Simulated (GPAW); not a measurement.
The system is AlRu.

```
Ru Al
1.0
     2.99160    0.00000    0.00000
     0.00000    2.99160    0.00000
     0.00000    0.00000    2.99160
Ru Al
1 1
Cartesian
  1.4958 1.4958 1.4958
  0.0000 0.0000 0.0000
```

Program: GPAW 26.7.0. Alike in all runs: task band structure; no spin polarisation; cell as given; k mesh 9 × 9 × 9; cutoff (eV) 600; smearing fermi-dirac 0.05 eV.

**Question.** Order these runs on this cell by their pressure, lowest first.
A. level revPBE; potentials or basis the program's PAW data sets (release 1.2.1) made for this functional, pw; band points 100
B. level LDA; potentials or basis the program's PAW data sets (release 1.2.1) made for this functional, pw; band points 100
C. level AM05; potentials or basis PAW data sets generated in the run's folder for this functional, pw; band points 100
D. level PBE; potentials or basis GPAW PAW data sets (gpaw-data 1.2.1), pw; band points 100
E. level r2SCAN; potentials or basis GPAW PAW data sets (gpaw-data 1.2.1), pw; band points 80

**Answer.** B (-7.6 GPa), C (-3.2 GPa), E (-0.6 GPa), D (3.2 GPa), A (6.0 GPa).

Caveats: the PAW data sets were made with another functional, which shifts forces and pressure a little (some runs).
